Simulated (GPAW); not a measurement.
The system is InGaAs2.

```
CELL_PARAMETERS angstrom
4.22500 0.00000 0.00000
0.00000 4.22500 0.00000
0.00000 0.00000 5.96215
ATOMIC_POSITIONS crystal
In 0.00000 0.00000 0.50000
As 0.00000 0.50000 0.23153
As 0.50000 0.00000 0.76848
Ga 0.50000 0.50000 0.00000
```

The cell comes from a database or a generator and needn't be the stable form of this composition.

- Program: GPAW 26.7.0
- Task: relaxation of cell and atoms
- Functional: PBEsol
- Dispersion: D3(BJ)
- Potentials or basis: PAW data sets generated in the run's folder for this functional
- Cutoff: 600 eV
- Basis: pw
- k mesh: 6 × 6 × 4
- Occupations: fermi-dirac, width 0.05 eV
- Spin: no spin polarisation

At the start: pressure -4.2 GPa; volume 26.61 Å³/atom.

Question: Where does the relaxation end?

Answer: Over 6 steps the energy falls by 25.8 meV/atom and the volume is 24.73 Å³/atom (-7.1 %); space group P-4m2 (No. 115, to 0.05 Å).

Step by step:
| step | energy change (eV) | largest force (eV/Å) | pressure (GPa) | volume (Å³) |
| --- | --- | --- | --- | --- |
| 1 | 0.0000 | 0.0467 | -4.16 | 106.43 |
| 2 | -0.0195 | 0.0354 | -3.80 | 105.64 |
| 3 | -0.1019 | 0.0784 | 0.41 | 98.33 |
| 4 | -0.1029 | 0.0551 | -0.04 | 99.00 |
| 5 | -0.1030 | 0.0454 | -0.03 | 98.98 |
| 6 | -0.1032 | 0.0040 | 0.00 | 98.91 |

Final structure:
```cif
data_structure
_symmetry_space_group_name_H-M 'P 1'
_symmetry_Int_Tables_number 1
_cell_length_a 4.1202
_cell_length_b 4.1202
_cell_length_c 5.8265
_cell_angle_alpha 90.000
_cell_angle_beta 90.000
_cell_angle_gamma 90.000
_cell_volume 98.91
loop_
_atom_site_label
_atom_site_type_symbol
_atom_site_fract_x
_atom_site_fract_y
_atom_site_fract_z
_atom_site_occupancy
In1 In 0.00000 0.00000 0.50000 1
As1 As 0.00000 0.50000 0.23147 1
As2 As 0.50000 0.00000 0.76853 1
Ga1 Ga 0.50000 0.50000 0.00000 1
```

Caveat: later steps reuse the first step's grids; pairwise dispersion overbinds metals, which lowers pressure and volume.
